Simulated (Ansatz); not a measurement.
# Molecular dynamics of WC

The input (input.yaml):

```yaml
crystal:
  lattice:
    - [-2.999378, -5.195075, 0.0]
    - [4.499067, -2.597538, 0.0]
    - [0.0, 0.0, 5.888183]
  atoms:
    - { symbol: W, position: [0.74320926, 0.43757002, -0.02838272] }
    - { symbol: C, position: [0.50648764, 0.67121686, 0.22221376] }
    - { symbol: W, position: [0.82251075, 0.50740031, 0.48806851] }
    - { symbol: C, position: [0.49951564, 0.67588854, 0.73505311] }
    - { symbol: W, position: [0.52496168, -0.01718104, 0.03216107] }
    - { symbol: C, position: [0.35171411, 0.19977921, 0.28343537] }
    - { symbol: W, position: [0.55166516, 0.01182417, 0.52653911] }
    - { symbol: C, position: [0.3063974, 0.16844253, 0.75510038] }
    - { symbol: W, position: [0.25876653, 0.48547893, -0.02817112] }
    - { symbol: C, position: [-0.0134435, 0.64735501, 0.22354066] }
    - { symbol: W, position: [0.2752066, 0.51144818, 0.49558521] }
    - { symbol: C, position: [0.03387726, 0.6225727, 0.75806521] }
    - { symbol: W, position: [0.0161899, -0.0210235, -0.02656824] }
    - { symbol: C, position: [0.73161778, 0.14876059, 0.25467161] }
    - { symbol: W, position: [0.06976375, 0.01125129, 0.51073091] }
    - { symbol: C, position: [0.74064634, 0.13667625, 0.7683921] }
basis:
  ecutwfc: 420.0
kpoints:
  mp_grid: { grid: [3, 3, 3] }
hamiltonian:
  xc: pbe
  pseudopotentials: { kind: paw, azcp: { folder: soft_1 } }
scf:
  occupations: { method: fermi_dirac, width: 0.3 }
  lower_state_search: "off"
md:
  timestep: 1.12
  n_steps: 189
  ensemble: nvt_langevin
  temperature: 2800.0
  initial_velocities: maxwell_boltzmann
  seed: 643569
  friction: 0.02
  temperature_schedule:
    - { n_steps: 142, end_temperature: 300.0 }
    - { n_steps: 47, end_temperature: 300.0 }
```

Run as:

```bash
$ ansatz run input.yaml --threads 2 --pin off --max-ram 5120MiB --backend cpu --events-out ev --progress --plain --runs-dir out
```

It goes on from the last frame of an earlier run, with new velocities.

Output, in part (step lines):

```
md step     0: t =     0.00 fs  T =  2625.0 K (target 2800.0 K)  F+E_penalty+E_count = -85088.39908131 eV  E_kin = 5.428920 eV  (9 SCF iters)
md step     1: t =     1.12 fs  T =  2587.5 K (target 2791.2 K)  F+E_penalty+E_count = -85088.50153465 eV  E_kin = 5.351384 eV  (7 SCF iters)
md step     2: t =     2.24 fs  T =  2689.7 K (target 2773.6 K)  F+E_penalty+E_count = -85088.63437261 eV  E_kin = 5.562711 eV  (7 SCF iters)
md step     3: t =     3.36 fs  T =  2817.9 K (target 2756.0 K)  F+E_penalty+E_count = -85088.78309721 eV  E_kin = 5.827783 eV  (7 SCF iters)
md step     4: t =     4.48 fs  T =  2671.4 K (target 2738.4 K)  F+E_penalty+E_count = -85088.91166104 eV  E_kin = 5.524967 eV  (6 SCF iters)
md step     5: t =     5.60 fs  T =  2967.6 K (target 2720.8 K)  F+E_penalty+E_count = -85089.00279813 eV  E_kin = 6.137492 eV  (5 SCF iters)
md step     6: t =     6.72 fs  T =  2737.1 K (target 2703.2 K)  F+E_penalty+E_count = -85089.07582163 eV  E_kin = 5.660666 eV  (6 SCF iters)
md step     7: t =     7.84 fs  T =  2859.0 K (target 2685.6 K)  F+E_penalty+E_count = -85089.12241326 eV  E_kin = 5.912806 eV  (6 SCF iters)
[... lines left out ...]
md step   188: t =   210.56 fs  T =   735.7 K (target 300.0 K)  F+E_penalty+E_count = -85095.41257701 eV  E_kin = 1.521639 eV  (5 SCF iters)
md step   189: t =   211.68 fs  T =   706.8 K (target 300.0 K)  F+E_penalty+E_count = -85095.44489090 eV  E_kin = 1.461729 eV  (6 SCF iters)
```

The steps, from the saved trajectory:

| time (fs) | T (K) | potential energy less start (eV) |
| --- | --- | --- |
| 0 | 2625 | 0.000 |
| 6.72 | 2737 | -0.677 |
| 13.44 | 2772 | -0.462 |
| 20.16 | 2760 | -0.217 |
| 26.88 | 2852 | -0.694 |
| 33.6 | 3118 | -1.155 |
| 40.32 | 2823 | -0.996 |
| 47.04 | 2400 | -1.025 |
| 53.76 | 2369 | -1.139 |
| 60.48 | 2129 | -0.994 |
| 67.2 | 1867 | -0.984 |
| 73.92 | 2177 | -1.297 |
| 80.64 | 2019 | -2.019 |
| 87.36 | 2352 | -2.539 |
| 94.08 | 2366 | -2.799 |
| 100.8 | 2559 | -3.411 |
| 107.52 | 2414 | -3.749 |
| 114.24 | 2359 | -4.428 |
| 120.96 | 2514 | -5.127 |
| 127.68 | 1897 | -4.571 |
| 134.4 | 1323 | -3.697 |
| 141.12 | 1037 | -4.168 |
| 147.84 | 1309 | -5.232 |
| 154.56 | 1113 | -5.566 |
| 161.28 | 800 | -5.308 |
| 168 | 612 | -5.194 |
| 174.72 | 642 | -5.573 |
| 181.44 | 805 | -6.263 |
| 188.16 | 871 | -6.588 |
| 194.88 | 527 | -6.469 |
| 201.6 | 646 | -6.604 |
| 208.32 | 678 | -6.919 |

All steps were run. The schedule's set-point averaged 509 K over the second half and the system 1191 K, so it lags behind the ramp. A run of 0.21 ps of so small a system gives no equilibrium averages. Limits of this set-up: coarse k mesh.

Mean squared displacements from the first frame to the last, about the centre of mass: W 0.07 Å², C 0.12 Å².

Last frame:

```xyz
16
Lattice="-2.9994 -5.1951 0.0000 4.4991 -2.5975 0.0000 0.0000 0.0000 5.8882" Properties=species:S:1:pos:R:3
W -0.140 -5.386 0.078
C 1.424 -4.510 1.455
W -0.122 -5.326 2.970
C 1.346 -4.580 4.405
W -1.648 -2.749 -0.022
C -0.192 -1.815 1.518
W -1.654 -2.730 2.973
C -0.089 -1.836 4.334
W 1.340 -2.747 0.029
C 2.923 -1.942 1.436
W 1.442 -2.782 2.956
C 2.955 -1.898 4.388
W -0.072 -0.113 0.001
C -1.663 -4.423 1.483
W -0.160 -0.155 2.882
C -1.569 -4.613 4.398
```

The run took 37 min on 2 threads of Arm Neoverse V1, with other jobs on the host, peak memory 0.63 GiB.
